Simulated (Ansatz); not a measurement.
Working through a Delta-SCF excitation of BN, space group R3m

Program: Ansatz 0.2.0, Python API.

At the Python prompt:
```pycon
>>> import ansatz as az
>>> XC = 'pbesol'
>>> KGRID = (1, 1, 1)
>>> SMEARING = 'fermi_dirac'
>>> WIDTH_EV = 0.01
>>> EXTRA_BANDS = 6
>>> lattice = az.Lattice.of(
...     (1.25112, 0.72234, 3.37293),
...     (-1.25112, 0.72234, 3.37293),
...     (0.0, -1.44467, 3.37293),
... )
>>> sites = [
...     ('B', (0.99967, 0.99967, 0.99967)),
...     ('N', (0.33276, 0.33276, 0.33276)),
... ]
>>> xtal = az.Crystal(lattice=lattice)
>>> for symbol, position in sites:
...     xtal = xtal.atom(symbol, position)
...
>>> len(xtal.resolved().sites)
2
>>> ground = xtal.calculation()
>>> ground = ground.functional(XC).kpoints(*KGRID)
>>> ground = ground.occupations(SMEARING, width=WIDTH_EV).scf(extra_bands=EXTRA_BANDS)
>>> ground = ground.band_table()
>>> excited = ground.excitation(hole_k=0, hole_band='v1', hole_track='overlap', particle_k=0, particle_band='c1', particle_track='overlap')
>>> low, high = ground.run(threads=1).report, excited.run(threads=1).report
DeckWarning: basis.ecutwfc = 420 eV, auto-derived from the records' recommended cutoffs: set by B (normal level)
RunWarning: ΔSCF hole: seed band 3 (bands are counted from 0) lies in a 2-fold degenerate manifold [2, 3] at 1.0e-4 eV resolution, on a gap of 3.84e0 eV certified (the least, over the bands outside them, of the distance in energy less both bands' residual [...]
>>> share = low['kweights'][0]
>>> top = round(low['n_electrons'] / 2)
>>> print('Kohn-Sham gap at the first k-point:', round(low['eigenvalues_ev'][0][top] - low['eigenvalues_ev'][0][top - 1], 3), 'eV')
Kohn-Sham gap at the first k-point: 5.247 eV
>>> print('energy difference per cell:', round(high['lagrangian_ev'] - low['lagrangian_ev'], 4), 'eV; weight of the point', round(share, 4))
energy difference per cell: 7.0502 eV; weight of the point 1.0
>>> print('per electron moved:', round((high['lagrangian_ev'] - low['lagrangian_ev']) / share, 3), 'eV')
per electron moved: 7.05 eV
```

Reading the output:
- Semilocal gaps usually lie well under measured ones.
- The k-point mesh is coarse, and energy and stress weren't tested for convergence.
- The structure comes from a database of computed cells and needn't be a stable or known phase.
- Gaps and levels are Kohn-Sham values on a finite set of k-points.
- Warnings are shown shortened and without file and line.
- One k-point of a small cell stands for a dense array of excitations, so this isn't the optical gap of the solid.
- Timing: 0.9 s on 1 thread of Arm Neoverse V2 (shared host), peak memory 0.3 GiB.

(Lines on the test bed's own set-up are left out of the output.)
